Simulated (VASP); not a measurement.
A run of VASP 6.6.1 is set up as follows.

File INCAR:

```
SYSTEM = Co
  ALGO = Normal
  EDIFF = 1E-6
  ENCUT = 700
  GGA = PE
  ISIF = 2
  ISMEAR = 1
  ISPIN = 2
  LASPH = .TRUE.
  LCHARG = .TRUE.
  LMAXMIX = 4
  LORBIT = 11
  LREAL = .FALSE.
  LVHAR = .TRUE.
  LWAVE = .FALSE.
  MAGMOM = 1.8 1.8
  NELM = 120
  PREC = Accurate
  SIGMA = 0.1
```

KPOINTS

```
k-points
0
G
  20 20 10
  0 0 0
```

The input POSCAR:

```
Co                                      
1.0
    2.4911899322      0.0000000000     -0.0000000000
   -1.2455949661      2.1574337635      0.0000000000
    0.0000000000      0.0000000000      4.0231496233
  Co            
     2
Direct
     0.3333333300000021    0.6666666699999979    0.2500000000000000
     0.6666666699999979    0.3333333300000021    0.7500000000000000
```

Potentials or basis: VASP PAW PBE potentials, release 64 (Co).

Command:

```bash
$ cat potpaw_PBE.64/Co/POTCAR > POTCAR
$ mpirun -np 1 vasp_std > vasp.out
```

Task: What does it give for the band gap on the k mesh?

Result: None (metal or under the smearing width).

Task: Predict the net moment.

Result: 3.19 μB per cell.

Task: What does it give for the pressure?

Result: 0.0 GPa.
